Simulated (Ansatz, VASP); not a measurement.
Si: VASP beside Ansatz

File POSCAR:

```
Si
1.0
    2.5321100000      0.0000000000      0.0000000000
    0.0000000000      2.5321100000      0.0000000000
    0.0000000000      0.0000000000      2.5321100000
Si
1
Direct
    0.5000000000      0.5000000000      0.5000000000
```

File INCAR.step1:

```
SYSTEM = Si
PREC     = Accurate       ! precision mode
ENCUT    = 520            ! plane-wave cutoff, eV
EDIFF    = 1E-5           ! SCF threshold, eV
ISMEAR   = -1             ! smearing method
SIGMA    = 0.05           ! smearing width, eV
LREAL    = .False.        ! projectors in reciprocal space
LASPH    = .True.         ! aspherical terms in the spheres
NELM     = 60             ! most SCF steps
ALGO     = Normal         ! electronic algorithm
ISIF     = 2              ! what is computed and relaxed
LWAVE    = .True.         ! write WAVECAR
LCHARG   = .False.        ! write CHGCAR
GGA      = PE             ! functional
NBANDS   = 8              ! bands
```

File INCAR.step2:

```
SYSTEM = Si
PREC     = Accurate       ! precision mode
ENCUT    = 520            ! plane-wave cutoff, eV
EDIFF    = 1E-7           ! SCF threshold, eV
ISMEAR   = -1             ! smearing method
SIGMA    = 0.05           ! smearing width, eV
LREAL    = .False.        ! projectors in reciprocal space
LASPH    = .True.         ! aspherical terms in the spheres
NELM     = 60             ! most SCF steps
ALGO     = Normal         ! electronic algorithm
ISIF     = 2              ! what is computed and relaxed
LWAVE    = .False.        ! write WAVECAR
LCHARG   = .False.        ! write CHGCAR
GGA      = PE             ! functional
LHFCALC  = .True.         ! exact exchange
AEXX     = 0.25           ! exact-exchange fraction
HFSCREEN = 0.15           ! screening, 1/A
PRECFOCK = Normal       
ISTART   = 1            
NBANDS   = 8              ! bands
```

Contents of KPOINTS:

```
regular mesh
0
Gamma
  5 5 5
  0 0 0
```

Contents of input:

```
crystal:
  lattice:
    - [2.53211, 0.0, 0.0]
    - [0.0, 2.53211, 0.0]
    - [0.0, 0.0, 2.53211]
  atoms:
    - { symbol: Si, position: [0.5, 0.5, 0.5] }
hamiltonian:
  xc:
    exchange: pbe
    correlation: pbe
    exx: { coeff: 0.25, omega: 0.15 }
  pseudopotentials: { kind: paw }
kpoints:
  mp_grid: { grid: [5, 5, 5] }
scf:
  occupations: { method: fermi_dirac, width: 0.05 }
output:
  forces: true
  stress: true
  eigenvalues: true
```

The cell was built by a generator and needn't be a form met in nature.

Alike in both runs: task single point; functional PBE-based screened hybrid; k mesh 5 × 5 × 5; occupations fermi-dirac, width 0.05 eV; no spin polarisation.

|  | VASP | Ansatz |
| --- | --- | --- |
| version | VASP 6.6.1 | Ansatz 0.2.0 |
| potentials or method | VASP PAW PBE potentials, release 64 (Si) | Ansatz PAW |
| plane-wave cutoff (eV) | 520 | 420 |
| valence electrons in the cell | 4 | 4 |

```tsv
	VASP	Ansatz	Ansatz less VASP
gap on the k mesh at the Fermi level (eV)	none	none	-
pressure (GPa)	0.9	1.4	+0.45
```

A gap of «none» marks a metal or a gap that the smearing closes. The functional is the same, so the differences come from potentials, cutoffs and numerics.

Caveats: the k mesh is coarse (spacing up to 0.50 Å⁻¹), so the values aren't converged (VASP); the PAW data sets were made with another functional, which shifts forces and pressure a little (VASP); the k mesh is coarse (spacing up to 0.50 Å⁻¹), so the values aren't converged, least of all with exact exchange (Ansatz); the PAW data sets come from PBE, with cores solved anew for the run's functional, which leaves a small shift of forces and pressure (Ansatz); the thresholds are loose for stress (Ansatz).
